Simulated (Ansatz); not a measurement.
# WC (Fm-3m) in Ansatz: convergence with wavefunction cutoff

Aim: find how far wavefunction cutoff must go before the results for WC settle, at LDA. This setting moves, with any that are tied to it; all else stays.

Program: Ansatz 0.2.0. These are calculated values, not measurements. Logs are shortened: lines on timing, memory, paths and dates and some standing lists are left out, and cuts for length are marked.

## Step 1: The structure

The structure is cubic, space group Fm-3m (No. 225). Conventional cell: a = 4.385 Å, b = 4.385 Å, c = 4.385 Å, α = 90.00°, β = 90.00°, γ = 90.00°. W (site symmetry m-3m) has 6 C at 2.19 Å as nearest neighbours. C (site symmetry m-3m) has 6 W at 2.19 Å as nearest neighbours.

Measurements of this composition are mostly on another form, of space group No. 187.

## Step 2: With wavefunction cutoff 200 eV

Input file input.yaml:

```yaml
crystal:
  lattice:
    - [0.0, 2.192684, 2.192684]
    - [2.192684, 0.0, 2.192684]
    - [2.192684, 2.192684, 0.0]
  atoms:
    - { symbol: W, position: [0.0, 0.0, 0.0] }
    - { symbol: C, position: [0.5, 0.5, 0.5] }
hamiltonian:
  xc: lda
  pseudopotentials: { kind: paw }
kpoints:
  mp_grid: { grid: [9, 9, 9] }
scf:
  occupations: { method: methfessel_paxton, width: 0.05 }
output:
  forces: true
  stress: true
  eigenvalues: true
basis:
  ecutwfc: "200 eV"
```

Potentials or basis: Ansatz PAW.

The run is started by

```console
$ ansatz run input.yaml --threads 2 --pin off --max-ram 5632MiB --backend cpu --events-out ev --progress --plain --runs-dir out
```

Wall time 0.38 s (2 threads of Arm Neoverse V2, shared host); peak memory 0.24 GiB.

Results:

```yaml
Free_energy: -10367.2948 eV
Pressure: -18.5 GPa
Band_gap_on_the_k_mesh: none (metal or under the smearing width)
```

## Step 3: With wavefunction cutoff 250 eV

Edit input.yaml of step 2 so:

```diff
@@ -20,2 +20,2 @@
 basis:
-  ecutwfc: "200 eV"
+  ecutwfc: "250 eV"
```

Potentials or basis: Ansatz PAW.

The run is started by

```console
$ ansatz run input.yaml --threads 2 --pin off --max-ram 5632MiB --backend cpu --events-out ev --progress --plain --runs-dir out
```

It took 0.43 s on 2 threads of Arm Neoverse V2, shared host; peak memory 0.24 GiB.

Results:

| Property | Result |
| --- | --- |
| Free energy | -10371.2834 eV |
| Pressure | -18.6 GPa |
| Band gap on the k mesh | none (metal or under the smearing width) |

## Step 4: With wavefunction cutoff 300 eV

Edit input.yaml of step 3 so:

```diff
@@ -20,2 +20,2 @@
 basis:
-  ecutwfc: "250 eV"
+  ecutwfc: "300 eV"
```

The run is started by

```console
$ ansatz run input.yaml --threads 2 --pin off --max-ram 5632MiB --backend cpu --events-out ev --progress --plain --runs-dir out
```

Run time: 0.42 s. Hardware: 2 threads of Arm Neoverse V2, shared host; peak memory 0.25 GiB.

Results:

```yaml
Free_energy: -10372.1590 eV
Pressure: -14.7 GPa
Band_gap_on_the_k_mesh: none (metal or under the smearing width)
```

## Step 5: With wavefunction cutoff 350 eV

Edit input.yaml of step 4 so:

```diff
@@ -20,2 +20,2 @@
 basis:
-  ecutwfc: "300 eV"
+  ecutwfc: "350 eV"
```

The run is started by

```console
$ ansatz run input.yaml --threads 2 --pin off --max-ram 5632MiB --backend cpu --events-out ev --progress --plain --runs-dir out
```

Wall time 0.46 s (2 threads of Arm Neoverse V2, shared host); peak memory 0.25 GiB.

What came out:

```yaml
Free_energy: -10372.3300 eV
Pressure: -15.5 GPa
Band_gap_on_the_k_mesh: none (metal or under the smearing width)
```

## Step 6: With wavefunction cutoff 400 eV

Edit input.yaml of step 5 so:

```diff
@@ -20,2 +20,2 @@
 basis:
-  ecutwfc: "350 eV"
+  ecutwfc: "400 eV"
```

Potentials or basis: Ansatz PAW.

The run is started by

```console
$ ansatz run input.yaml --threads 2 --pin off --max-ram 5632MiB --backend cpu --events-out ev --progress --plain --runs-dir out
```

Run time: 0.58 s. Hardware: 2 threads of Arm Neoverse V2, shared host; peak memory 0.26 GiB.

Results (log left out):

```
Free energy            : -10372.3633 eV
Pressure               : -15.6 GPa
Band gap on the k mesh : none (metal or under the smearing width)
```

## Step 7: With wavefunction cutoff 450 eV

Edit input.yaml of step 6 so:

```diff
@@ -20,2 +20,2 @@
 basis:
-  ecutwfc: "400 eV"
+  ecutwfc: "450 eV"
```

The run is started by

```console
$ ansatz run input.yaml --threads 2 --pin off --max-ram 5632MiB --backend cpu --events-out ev --progress --plain --runs-dir out
```

It took 0.59 s on 2 threads of Arm Neoverse V2, shared host; peak memory 0.26 GiB.

It converged, with:

```
Free energy            : -10372.3712 eV
Pressure               : -15.6 GPa
Band gap on the k mesh : none (metal or under the smearing width)
```

## Step 8: With wavefunction cutoff 500 eV

Edit input.yaml of step 7 so:

```diff
@@ -20,2 +20,2 @@
 basis:
-  ecutwfc: "450 eV"
+  ecutwfc: "500 eV"
```

The run is started by

```console
$ ansatz run input.yaml --threads 2 --pin off --max-ram 5632MiB --backend cpu --events-out ev --progress --plain --runs-dir out
```

Run time: 0.63 s. Hardware: 2 threads of Arm Neoverse V2, shared host; peak memory 0.27 GiB.

The run converged. Its results:

```
Free energy            : -10372.3724 eV
Pressure               : -15.6 GPa
Band gap on the k mesh : none (metal or under the smearing width)
```

## Step 9: With wavefunction cutoff 600 eV

Edit input.yaml of step 8 so:

```diff
@@ -20,2 +20,2 @@
 basis:
-  ecutwfc: "500 eV"
+  ecutwfc: "600 eV"
```

Potentials or basis: Ansatz PAW.

The run is started by

```console
$ ansatz run input.yaml --threads 2 --pin off --max-ram 5632MiB --backend cpu --events-out ev --progress --plain --runs-dir out
```

Run time: 0.78 s. Hardware: 2 threads of Arm Neoverse V2, shared host; peak memory 0.28 GiB.

Results (log left out):

```
Free energy            : -10372.3728 eV
Pressure               : -15.6 GPa
Band gap on the k mesh : none (metal or under the smearing width)
```

## Step 10: With wavefunction cutoff 800 eV

Edit input.yaml of step 9 so:

```diff
@@ -20,2 +20,2 @@
 basis:
-  ecutwfc: "600 eV"
+  ecutwfc: "800 eV"
```

Potentials or basis: Ansatz PAW.

The run is started by

```console
$ ansatz run input.yaml --threads 2 --pin off --max-ram 5632MiB --backend cpu --events-out ev --progress --plain --runs-dir out
```

The log of the run:

```text
Warning: RAYON_NUM_THREADS=2 ignored (pool sized by the plan → 2); use --threads N
Engine: ansatz 0.2.0, aarch64-unknown-linux-gnu
Pseudopotentials: kind: paw
Pseudopotential: W, paw, valence charge 14, recommended cutoff 420 eV (normal), W.paw.azcp
Pseudopotential: C, paw, valence charge 4, recommended cutoff 420 eV (normal), C.paw.azcp
Functional definition: SPW92
  exchange = slater_x
  correlation = pw_c
Crystal: 2 atoms, lattice volume = 21.084 Å³
Basis set: ecut = 800 eV, 1067 PW (Γ)
Bands: 13, of which v1, the nominal top of the filled ones, is band 9 counted from 1 (8 counted from 0)
Symmetry: 48 space group operations
Space group: Fm-3m (ITA 225), of the structure as read, at distance tolerance 2.8e-5 Å
k-points: 35 of 729
Non-local potential: W, projectors of the file, l = 0: 3, l = 1: 2, l = 2: 2, l = 3: 1
Non-local potential: C, projectors of the file, l = 0: 2, l = 1: 2, l = 2: 1
PAW form: soft (Blöchl's): semilocal exchange-correlation on the pseudo side does not see the compensation charge
PAW frozen core: W, regenerated for the run's functional, and the local potential with it (the file was generated under x = pbe(κ = 0.804, μ = 0.2195149727645171), c = pbe(β = 0.06672455060314922))
PAW frozen core: C, regenerated for the run's functional, and the local potential with it (the file was generated under x = pbe(κ = 0.804, μ = 0.2195149727645171), c = pbe(β = 0.06672455060314922))
PAW one-centre angular grid: W, 590 points (default); XC on 64 Gauss nodes
PAW one-centre angular grid: C, 110 points (default); XC on 64 Gauss nodes
Initial density: superposition of atomic densities (neutral atoms: chi_scale 0, normalization atom), corrected by the library's trained network
Initial wavefunctions: pseudopotential atomic-orbital guess
Functional: x = slater, c = lda
SCF iter   1: F=—  HF=-10372.375356 eV  |F-HF|=—  |Δ(HF+E_count)|=         —  Δρ=7.21e-3  dr2=1.02e-2  ethr=1.77e-3  ⟨swp⟩=5.6  Hψ=5432  notcnv=0  defer=31
automatic band count: the SCF goes on with 17 bands, as 13 were too few: the levels above may hold too much charge
preconditioner: auto → none  [insulator: Δε(μ)=0.053 eV  Ē_g=14.479 eV  σ=0.050 eV  W_gap=0.77  n_scr=8 (ndim 8)  ℏωp=25.6 eV  f_vac=0.000  D(μ)=3.03/eV (n_scr^D=58)  ε∞_Penn≈4.1]
SCF iter   2: F=—  HF=-10372.373750 eV  |F-HF|=—  |Δ(HF+E_count)|=   1.61e-3  S|Δr|=    0.00e0  Δρ=3.68e-3  dr2=2.67e-3  ethr=5.69e-5  ⟨swp⟩=1.0  Hψ=875  notcnv=0  defer=34
SCF iter   3: F=—  HF=-10372.373264 eV  |F-HF|=—  |Δ(HF+E_count)|=   4.86e-4  S|Δr|=    0.00e0  Δρ=1.96e-4  dr2=3.67e-6  ethr=1.48e-5  ⟨swp⟩=1.5  Hψ=555  notcnv=0  defer=34
SCF iter   4: F=—  HF=-10372.373260 eV  |F-HF|=—  |Δ(HF+E_count)|=   3.27e-6  S|Δr|=    0.00e0  Δρ=6.54e-5  dr2=1.01e-6  ethr=5.56e-10  ⟨swp⟩=9.7  Hψ=3378  notcnv=0
SCF iter   5: F=-10372.373260 eV  HF=-10372.373260 eV  |F-HF|=9.29e-9  |Δ(HF+E_count)|=   2.89e-7  S|Δr|=    0.00e0  Δρ=1.49e-5  dr2=1.99e-8  ethr=5.56e-10  ⟨swp⟩=3.8  Hψ=2360  notcnv=0
SCF 1 converged in 5 iterations: F = -10372.373260 eV  dr2 = 1.99e-8
SCF converged after 5 iterations
Stability not checked: this state was not tested for a lower state beside it, because cold or Methfessel-Paxton smearing, or corrected tetrahedra, fill the levels in a way that the test cannot read (fill_not_monotonic; see scf.lower_state_search)
Free energy (F): -10372.373260 eV
Harris-Foulkes:  -10372.373260 eV  (|F-HF|=9.29e-9)
Internal energy: -10372.373191 eV  (E = F + TS)
E sigma→0 (E₀):  -10372.373243 eV
Entropy (-TS):   -0.000069 eV (-0.034 meV/atom)
Fermi energy:    21.281764 eV
--- Per-component energies (eV) ---
  E_band       = -67.065385
  E_kinetic    = 541.512371
  E_local      = -668.266749  (includes V_loc(G=0)·N_el)
  E_nonlocal   = 33.188524
  E_hartree    = 231.576698
  E_xc         = -313.632101
  E_vxc        = -299.390874  (∫ρ·V_xc dr)
  E_paw        = -8400.920229  (= ΣΔE_a)
  E_vpaw       = -137.259407  (= ΣTr[D̂ρ^β])
  E_aug_tail   = -0.000005  (compensation charges beyond the density's cutoff)
  E_ewald      = -1796.177684
  E_core_change = 0.345985  (= ΣΔE_core)
  E_smearing   = -0.000069  (= −TS)
  E_closure    = 0.000000  (closes the sum)
  Σ components = -10372.373260   (vs F -10372.373260, Δ=0.00e0)
--- Forces (eV/Å), atoms counted from 1 ---
  atom   1  W     -0.00000000     0.00000000    -0.00000000
  atom   2  C      0.00000000     0.00000000     0.00000000
  max |Σ_I F_I| component: 1.13e-30 eV/Å
--- Stress (GPa, compression-positive) ---
      -15.645477      -0.000000      -0.000000
       -0.000000     -15.645477       0.000000
        0.000000      -0.000000     -15.645477
  P = ⅓ Tr σ = -15.6455 GPa (-156.455 kbar)
--- Band table (eV; the first three rows and the last of 35) ---
  k-point 0: bands = ["-53.8910", "-17.9094", "-17.9094", "-17.9094", "5.7610", "18.6657", "18.6657", "18.6657", "20.3712", "20.3712", "20.3712", "20.4411", "20.4411", "27.9836", "31.1777", "44.6846", "44.6846"]
  k-point 1: bands = ["-53.8866", "-17.9813", "-17.9171", "-17.9171", "6.1059", "17.6055", "18.0662", "18.0662", "19.3015", "19.3015", "20.7833", "22.7790", "22.7790", "28.5840", "31.9565", "41.5765", "42.8186"]
  k-point 2: bands = ["-53.8756", "-18.1596", "-17.9366", "-17.9366", "7.0679", "15.7470", "16.5583", "16.5583", "20.0729", "20.0729", "21.3136", "25.3989", "25.3989", "29.6590", "33.4644", "38.7457", "39.3485"]
  k-point 34: bands = ["-53.8420", "-18.3184", "-18.2460", "-18.1072", "8.9492", "14.6751", "15.3921", "15.7483", "21.3771", "22.1775", "23.7478", "25.0138", "26.7298", "32.7700", "33.4749", "34.4873", "37.5347"]
```

It took 0.93 s on 2 threads of Arm Neoverse V2, shared host; peak memory 0.3 GiB.

Results:

- Free energy: -10372.3733 eV
- Pressure: -15.6 GPa
- Band gap on the k mesh: none (metal or under the smearing width)

## Step 11: The series at a glance

| wavefunction cutoff | energy less the tightest run, at zero smearing (meV/atom) | pressure (GPa) | SCF cycles | CPU time (s) | peak memory (GiB) |
| --- | --- | --- | --- | --- | --- |
| 200 eV | 2539.29 | -18.46 | 6 | 0.6 | 0.24 |
| 250 eV | 544.98 | -18.58 | 6 | 0.69 | 0.24 |
| 300 eV | 107.13 | -14.70 | 5 | 0.69 | 0.25 |
| 350 eV | 21.63 | -15.52 | 5 | 0.75 | 0.25 |
| 400 eV | 4.98 | -15.59 | 5 | 1 | 0.26 |
| 450 eV | 1.02 | -15.62 | 5 | 1 | 0.26 |
| 500 eV | 0.41 | -15.64 | 5 | 1.1 | 0.27 |
| 600 eV | 0.24 | -15.64 | 5 | 1.4 | 0.28 |
| 800 eV | 0.00 | -15.65 | 5 | 1.7 | 0.3 |

Against the tightest run, the energy stays within 1 meV/atom from 500 eV on; the pressure stays within 0.1 GPa from 400 eV on. The tightest run that finished is the yardstick and may itself not be fully converged.

Caveats: so large a pressure means that the cell lies far from this level's equilibrium, or that cutoff or potentials fall short; the PAW data sets come from PBE, with cores solved anew for the run's functional, which leaves a small shift of forces and pressure.
